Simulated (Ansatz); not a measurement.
# Structure relaxation of Na₃F₂

All numbers below come from DFT PBE, scalar-relativistic, plane waves, PAW in Ansatz. Cutoff 420 eV, Γ-centred k mesh, Gaussian smearing, no spin polarisation in the final step.

The start puts Na₃F₂ on the anti-A-type sesquioxide structure type (P-3m1, No. 164), with F in place of La, Na in place of O, at a guessed volume.

```xyz
5
Lattice="3.9256 0.0000 0.0000 -1.9628 3.3997 0.0000 0.0000 0.0000 6.1077" Properties=species:S:1:pos:R:3 pbc="T T T"
Na    0.0000    0.0000    0.0000
Na    0.0000    2.2665    3.9394
Na    1.9628    1.1332    2.1682
F     0.0000    2.2665    1.4964
F     1.9628    1.1332    4.6113
```

Cell and atoms relax at zero pressure; the relaxation can't lower the symmetry of the start.

The zero of energy is the elements' standard structures at the same level (F₂ as a molecule); no fitted shifts are applied.

Problem. What does it relax into?

Solution. It keeps P-3m1 (No. 164), but not the shape of the type it started on. Conventional cell: a = 3.813 Å, c = 9.647 Å. Na on Wyckoff site a (1 atom of the primitive cell) is coordinated by 6 Na at 3.81 Å, 6 F at 4.24 Å and 6 Na at 4.28 Å; Na on Wyckoff site d (2 atoms of the primitive cell) has 3 F at 2.20 Å and 1 F at 2.35 Å; around F lie 3 Na at 2.20 Å and 1 Na at 2.35 Å.

Space group P-3m1 (No. 164). a = 3.813 Å, b = 3.813 Å, c = 9.647 Å, α = 90.00°, β = 90.00°, γ = 120.00°
```json
{"atom": "Na", "site": "1a", "symmetry": "-3m.", "x": "0.0000", "y": "0.0000", "z": "0.0000"}
{"atom": "Na", "site": "2d", "symmetry": "3m.", "x": "0.3333", "y": "0.6667", "z": "0.6201"}
{"atom": "F", "site": "2d", "symmetry": "3m.", "x": "0.3333", "y": "0.6667", "z": "0.3760"}
```

Problem. What are its volume, energy, density and gap?

Solution. The volume per atom is 24.29 Å³. The density is 1.46 g/cm³. The energy over the elements is -2.01 eV/atom and the gap on the 12×12×4 mesh is 0 eV (a metal).

The final run used a 12×12×4 mesh on its 5-atom cell and 0.10 eV smearing. For metals, differences of a few meV/atom aren't resolved. A later test with randomly moved atoms lowered the energy by 45 meV/atom on a coarse mesh, so it isn't stable against such moves and is likely a saddle point held by symmetry.

Cost: 6 runs of about 17 core-minutes in all, on Arm Neoverse V2 (shared hosts).